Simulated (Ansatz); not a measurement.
A run of Ansatz 0.2.0 is set up as follows.

The input input.yaml:

```yaml
crystal:
  lattice:
    - [2.8708535316, 0.0, 0.0]
    - [0.0, 4.06, 0.0]
    - [0.0, 0.0, 25.0479873607]
  atoms:
    - { symbol: Ti, position: [0.5, 0.5, 0.2994252549] }
    - { symbol: Ti, position: [0.0, 0.0, 0.3567323249] }
    - { symbol: Ti, position: [0.5, 0.5, 0.414039395] }
    - { symbol: Ti, position: [0.0, 0.0, 0.471346465] }
    - { symbol: Ti, position: [0.5, 0.5, 0.528653535] }
    - { symbol: Ti, position: [0.0, 0.0, 0.585960605] }
    - { symbol: Ti, position: [0.5, 0.5, 0.6432676751] }
    - { symbol: Ti, position: [0.0, 0.0, 0.7005747451] }
hamiltonian:
  xc: pbe
  pseudopotentials: { kind: paw }
kpoints:
  mp_grid: { grid: [9, 7, 1] }
scf:
  occupations: { method: fermi_dirac, width: 0.05 }
output:
  forces: true
  eigenvalues: true
  write_density: true
  write_potential: true
  elf: true
  volumetric_format: npy
```

Potentials or basis: Ansatz PAW.

Run with:

```console
$ ansatz run input.yaml --threads 4 --pin off --max-ram 11264MiB --backend cpu --events-out ev --progress --plain --runs-dir out
```

Task: What does it give for the largest force?

Result: 0.391 eV/Å.

Task: What does it give for the band gap on the k mesh?

Result: None (metal or under the smearing width).

Forces on the atoms (eV/Å):
```
Ti   0.000  0.000  0.391
Ti   0.000  0.000 -0.340
Ti   0.000  0.000 -0.338
Ti   0.000  0.000  0.006
Ti   0.000  0.000 -0.006
Ti   0.000  0.000  0.338
Ti   0.000  0.000  0.340
Ti   0.000  0.000 -0.391
```
